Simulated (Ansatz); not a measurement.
## BN: smallest direct gap on path and band gap against volume per atom

Periodic Kohn-Sham DFT of a crystal at fixed atoms; Kohn-Sham levels at symmetry points; band -1 is the highest filled and +1 the lowest empty one at that point, spin up along a +z start moment. The results are calculated, by Ansatz 0.2.0.

Cell of the first row (space group P6_3/mmc, No. 194):
```
CELL_PARAMETERS angstrom
2.45290 0.00000 0.00000
-1.22640 2.12430 0.00000
0.00000 0.00000 6.52520
ATOMIC_POSITIONS crystal
B 0.33333 0.66667 0.25000
B 0.66667 0.33333 0.75000
N 0.33333 0.66667 0.75000
N 0.66667 0.33333 0.25000
```

Settings of every row: method all-electron LAPW; functional PBE; relativity scalar; k mesh 11x11x4; filling fermi-dirac; smearing width 0.02 eV; basis error target 1 meV/atom; nucleus gaussian.

Atom start moment: 0 on all atoms.

Limits: a layered crystal: even scaling strains the bonds within the layers, so this curve is stiffer than the crystal under pressure; semilocal functionals tend to give too small a gap.

| row | volume per atom (Å³) | smallest direct gap on path (eV) | band gap (eV) |
| --- | --- | --- | --- |
| 1 | 8.5 | 4.794 | 4.319 |
| 2 | 8.681 | 4.743 | 4.297 |
| 3 | 8.862 | 4.693 | 4.275 |
| 4 | 8.952 | 4.668 | 4.263 |
| 5 | 9.043 | ? | ? |
| 6 | 9.133 | 4.618 | 4.241 |
| 7 | 9.223 | 4.594 | 4.229 |
| 8 | 9.404 | 4.546 | 4.206 |
| 9 | 9.585 | 4.498 | 4.182 |

Question: what smallest direct gap on path and band gap should row 5 give?

Worked fit of smallest direct gap on path. Take t = volume per atom − 9, in Å³. The shown rows have t = -0.5, -0.319, -0.138, -0.048, 0.133, 0.223, 0.404, 0.585. Least squares give smallest direct gap on path = 4.6547 − 0.2737 × t + 0.0101 × t² eV; a straight line predicts inner rows, each left out in turn, worse (root mean square 0.001 against 0.00036 eV). All shown rows lie on it to the printed digit. The withheld row has t = 0.043, so the fit gives 4.6547 − 0.2737 × (0.043) + 0.0101 × (0.043)² = 4.643 eV.

The calculation gave 4.643 eV. The fit meets it to the printed digit.

Worked fit of band gap. Take t = volume per atom − 9, in Å³. The shown rows have t = -0.5, -0.319, -0.138, -0.048, 0.133, 0.223, 0.404, 0.585. Their means are 0.0425 and 4.2515 eV; the sums about the means are S_tt = 0.9315 and S_ty = -0.1175, whose ratio is the slope. Least squares give band gap = 4.2569 − 0.1262 × t eV. The rows lie off it by -0.001, 0.000, 0.001, 0.000, 0.001, 0.000, 0.000, -0.001. The withheld row has t = 0.043, so the fit gives 4.2569 − 0.1262 × (0.043) = 4.251 eV.

The calculation gave 4.239 eV. The fit lies 0.012 eV (8.8 % of the column's range) above it; its largest miss of a shown row is 0.001 eV.
